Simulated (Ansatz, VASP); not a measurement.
## One calculation of HfC, two programs

```
CELL_PARAMETERS angstrom
0.00000 2.32575 2.32575
2.32575 0.00000 2.32575
2.32575 2.32575 0.00000
ATOMIC_POSITIONS crystal
Hf 0.50000 0.50000 0.50000
C 0.00000 0.00000 0.00000
```

Alike in both runs: functional PBE; k mesh 16 × 16 × 16; occupations gaussian, width 0.1 eV; no spin polarisation.

Ansatz relaxed the structure, and its values are those at the end. VASP's run is a single point on that final structure, the one shown.

|  | VASP | Ansatz |
| --- | --- | --- |
| version | VASP 6.6.1 | Ansatz 0.2.0 |
| potentials or method | VASP PAW PBE potentials, release 64 (Hf_pv, C) | scalar-relativistic, plane waves, PAW |
| plane-wave cutoff (eV) | 520 | 420 |
| valence electrons in the cell | 14 | 30 |

|  | VASP | Ansatz | Ansatz less VASP |
| --- | --- | --- | --- |
| gap on the k mesh at the Fermi level (eV) | none | none | - |
| pressure (GPa) | -0.7 | 0.0 | +0.67 |

A gap of «none» marks a metal or a gap that the smearing closes. With one functional, cell and mesh, what is left measures potentials, basis and numerics. The two sets of potentials don't hold the same shells in valence.

Spin-orbit coupling is left out, which matters for the levels of Hf.
